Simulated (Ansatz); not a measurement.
# GaSb (distorted cell): a check of forces and pressure against finite differences

Program: Ansatz 0.2.0 through its Python package.

Interactive session:
```pycon
>>> import ansatz
>>> import numpy as np
>>> SMEARING = 'cold'
>>> SMEARING_WIDTH = 0.02
>>> CUTOFF = 540
>>> KGRID = (4, 4, 4)
>>> SCF_TOL = 1e-09
>>> vectors0 = np.array([
...     [0.0, 3.059, 3.059],
...     [3.059, 0.0, 3.059],
...     [3.059, 3.059, 0.0],
... ])
>>> sites = [
...     ('Ga', [0.00054, 0.00332, 0.00722]),
...     ('Sb', [0.25982, 0.23116, 0.247]),
... ]
>>> def build(cell):
...     crystal = ansatz.Crystal(lattice=ansatz.Lattice.of(cell))
...     for symbol, position in sites:
...         crystal = crystal.atom(symbol, position)
...     return crystal
...
>>> def solve(crystal):
...     return (
...         crystal.calculation()
...         .occupations(SMEARING, width=SMEARING_WIDTH)
...         .basis(CUTOFF, xc_grid=2)
...         .kpoints(*KGRID)
...         .scf(tolerance=SCF_TOL)
...         .forces()
...         .stress()
...         .run(threads=1)
...     ).report
...
>>> centre = solve(build(vectors0))
DeckWarning: output.stress: scf.convergence.dr2_threshold = 1e-9 eV is looser than the 2e-10 eV advised for a printed stress (1e-10 eV for each atom of the cell: 2). What an SCF threshold leaves in a stress goes as its square root, and in the free energy as the threshold itself, and one threshold admits the most on a small cell: of the crystals measured, under no hybrid functional and no lock of [...]
>>> start = build(vectors0)
>>> # central difference: F = -(E(+h) - E(-h)) / 2h
>>> print(f'force on atom 1 along x: analytic {centre["forces_ev_ang"][1][0]:.4f} eV/A')
force on atom 1 along x: analytic 0.7524 eV/A
>>> for h in (0.005, 0.02):
...     shift = np.eye(3)[0] * h @ np.linalg.inv(vectors0)
...     plus, minus = (solve(start.move(1, to=np.array(sites[1][1]) + sign * shift))['lagrangian_ev'] for sign in (1, -1))
...     print(f'  step {h} A: numerical {-(plus - minus) / (2 * h):.4f} eV/A')
...
  step 0.005 A: numerical 0.7524 eV/A
  step 0.02 A: numerical 0.7524 eV/A
>>> # P = -dF/dV; the difference feels the change of the plane-wave count with the cell
>>> volume = abs(np.linalg.det(vectors0))
>>> larger, smaller = (solve(build(vectors0 * (1 + sign * 0.005) ** (1 / 3)))['lagrangian_ev'] for sign in (1, -1))
>>> numerical = -(larger - smaller) / (0.01 * volume) * 160.21766
>>> print(f'pressure: analytic {np.trace(centre["stress_gpa"]) / 3:.3f}, numerical {numerical:.3f} GPa')
pressure: analytic 3.323, numerical 3.325 GPa
```

Caveats:
- Energy and stress may still move on a finer k-point mesh.
- The gap on the mesh is very small: a semilocal functional closes or nearly closes the gap of many narrow semiconductors.
- Of the deposited cell: the entry's cell lengths or inner coordinates differ somewhat from later room-temperature determinations.
- Pressure is positive in compression.
- No functional is typed, so the default, PBE, holds.
- The cell is a database structure, distorted on purpose.
- Warnings are shown shortened and without file and line.
- The central difference errs as the square of the step, so the shorter step is the fairer test; what remains comes from the finite grid and the SCF threshold.
- Hardware and time: 36 s on 1 thread of Intel(R) Xeon(R) Platinum 8259CL CPU @ 2.50GHz (Skylake/Cascade Lake) (shared host), peak memory 0.48 GiB.
